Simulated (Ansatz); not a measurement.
# KI: the cell at several levels of theory

Cell and atoms of the published phase of KI (Fm-3m) are relaxed in turn with PBE, r2SCAN, PBEsol, LDA and HSE06.

The runs shown are made with Ansatz 0.2.0. PAW datasets, plane waves, zero pressure. Spin-unpolarised throughout; all numbers are computed.

## (1) Starting point

The symmetry is Fm-3m (No. 225, cubic); a = 7.066 Å in the conventional setting, 44.09 Å³ an atom. Around K lie 6 I at 3.53 Å; around I lie 6 K at 3.53 Å.

As a file:

```xyz
2
Lattice="0.0000 3.5328 3.5328 3.5328 0.0000 3.5328 3.5328 3.5328 0.0000" Properties=species:S:1:pos:R:3 pbc="T T T"
K     0.0000    0.0000    0.0000
I     3.5328    3.5328    3.5328
```

## (2) PBE: cell and atoms

The input, input.yaml:

```yaml
crystal:
  lattice:
    - [0.0, 3.532775, 3.532775]
    - [3.532775, 0.0, 3.532775]
    - [3.532775, 3.532775, 0.0]
  atoms:
    - { symbol: K, position: [0.0, 0.0, 0.0] }
    - { symbol: I, position: [0.5, 0.5, 0.5] }
kpoints:
  mp_grid: { grid: [6, 6, 6] }
hamiltonian:
  xc: pbe
scf:
  occupations: { method: fermi_dirac, width: 0.02 }
relax:
  f_tol: 0.005
  cell: {}
```

On the command line:

```sh
> ansatz run input.yaml --threads 2 --pin off --max-ram 2211MiB --backend cpu --events-out ev --progress --plain --runs-dir out
```

Further steps of the session: r2SCAN: cell and atoms; Relaxing with PBEsol; LDA: cell and atoms; Relaxation with HSE06.

Q: Predict the outcome of this session. Wanted: for each run, a; volume; space group; SCF geometries.

As calculated:

```
 level  a (Å)  volume (Å³/atom)  space group  SCF geometries
   PBE  7.176            46.198        Fm-3m               4
r2SCAN  7.089            44.534        Fm-3m               4
PBEsol  7.009            43.036        Fm-3m               5
   LDA  6.824            39.724        Fm-3m               5
 HSE06  7.143            45.563        Fm-3m               4
```

The first relaxation changed the volume by +4.8 % from the start. The volume runs from LDA (least) to PBE (most), a spread of 16.3 %, or 5.2 % in length if all axes shared it alike. The meshes differ: PBE 6×6×6, r2SCAN 6×6×6, PBEsol 6×6×6, LDA 6×6×6, HSE06 4×4×4.
